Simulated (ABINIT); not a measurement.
Here is an ABINIT 10.8.3 (patched build) calculation.

run.abi

```
ndtset 2

pp_dirpath "./"
pseudos "Pb.GGA_PBE-JTH.xml, Te.GGA_PBE-JTH.xml"

acell 3*1.0
rprim
     7.5632263022     0.0000000000     0.0000000000
     0.0000000000     7.5632263022     0.0000000000
     0.0000000000     0.0000000000     7.5632263022
ntypat 2
znucl 82 52
natom 2
typat 1 2
xred
     0.0000000000     0.0000000000     0.0000000000
     0.5000000000     0.5000000000     0.5000000000

ecut 22.0
pawecutdg 44.0

ixc -116133

occopt 3
tsmear 0.05 eV

nspinor 2
nspden 1
pawspnorb 1

nstep 100

iomode 3
prtwf 0
prteig 0
prtebands 0
enunit 1
prtden1 1

kptopt1 4
ngkpt1 7 7 7
nshiftk1 1
shiftk1 0.0 0.0 0.0
nband1 28
tolvrs1 1.0e-9

iscf2 -2
getden2 1
nband2 40
nbdbuf2 8
tolwfr2 1.0e-11
kptopt2 -5
ndivsm2 5
prteig2 1
prtvol2 -3
kptbounds2
     0.0000000000     0.0000000000     0.0000000000
     0.0000000000     0.5000000000     0.0000000000
     0.5000000000     0.5000000000     0.0000000000
     0.0000000000     0.0000000000     0.0000000000
     0.5000000000     0.5000000000     0.5000000000
     0.0000000000     0.5000000000     0.0000000000
```

Potentials or basis: JTH PAW PBE v2.0.

The run is started by

```console
$ abinit run.abi > log 2>&1
```

Problem. What does it give for the band gap on the k mesh?

Solution. None (metal or under the smearing width).

Problem. What does it give for the pressure?

Solution. -2.8 GPa.

Levels at the corners of the path, in eV from the Fermi level:
| point | band 18 | band 19 | band 20 | band 21 | band 22 | band 23 |
| --- | --- | --- | --- | --- | --- | --- |
| Γ | -1.17 | -1.17 | -1.17 | 3.67 | 3.67 | 4.12 |
| X | -0.19 | -0.06 | -0.06 | 0.20 | 0.20 | 2.03 |
| M | -4.34 | 0.24 | 0.24 | 2.76 | 2.76 | 4.07 |
| Γ | -1.17 | -1.17 | -1.17 | 3.67 | 3.67 | 4.12 |
| R | -2.23 | -2.23 | -2.23 | -1.81 | -1.81 | -0.58 |
| X | -0.19 | -0.06 | -0.06 | 0.20 | 0.20 | 2.03 |

Caveat: the PAW data sets were made with another functional, which shifts forces and pressure a little.
